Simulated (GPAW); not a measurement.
The system is AlRu.

```
Ru Al
1.0
     2.99160    0.00000    0.00000
     0.00000    2.99160    0.00000
     0.00000    0.00000    2.99160
Ru Al
1 1
Direct
  0.50000 0.50000 0.50000
  0.00000 0.00000 0.00000
```

| Property | Result |
| --- | --- |
| Program | GPAW 26.7.0 |
| Task | relaxation of cell and atoms |
| Functional | LDA |
| Potentials or basis | the program's PAW data sets (release 1.2.1) made for this functional |
| Cutoff | 600 eV |
| Basis | pw |
| k mesh | 9 × 9 × 9 |
| Occupations | fermi-dirac, width 0.05 eV |
| Spin | no spin polarisation |

At the start: pressure -7.6 GPa; volume 13.39 Å³/atom.

Task: How do energy, volume and symmetry change on relaxing?

Result: Over 9 steps the energy falls by 11.1 meV/atom and the volume is 12.91 Å³/atom (-3.6 %); space group Pm-3m (No. 221, to 0.05 Å).

Step by step:
| step | energy change (eV) | largest force (eV/Å) | pressure (GPa) | volume (Å³) |
| --- | --- | --- | --- | --- |
| 1 | 0.0000 | 0.0000 | -7.60 | 26.77 |
| 2 | -0.0104 | 0.0000 | -5.68 | 26.52 |
| 3 | -0.0207 | 0.0000 | -2.14 | 26.08 |
| 4 | -0.0202 | 0.0000 | 2.31 | 25.59 |
| 5 | -0.0204 | 0.0000 | 2.14 | 25.61 |
| 6 | -0.0209 | 0.0000 | 1.82 | 25.64 |
| 7 | -0.0214 | 0.0000 | 1.37 | 25.69 |
| 8 | -0.0218 | 0.0000 | 0.83 | 25.75 |
| 9 | -0.0221 | 0.0000 | 0.24 | 25.81 |

Final structure:
```yaml
crystal:
  lattice:
    - [2.95535, 0.00000, 0.00000]
    - [0.00000, 2.95535, 0.00000]
    - [0.00000, 0.00000, 2.95535]
  atoms:
    - { symbol: Ru, position: [0.50000, 0.50000, 0.50000] }
    - { symbol: Al, position: [0.00000, 0.00000, 0.00000] }
```

Caveat: later steps reuse the first step's grids.
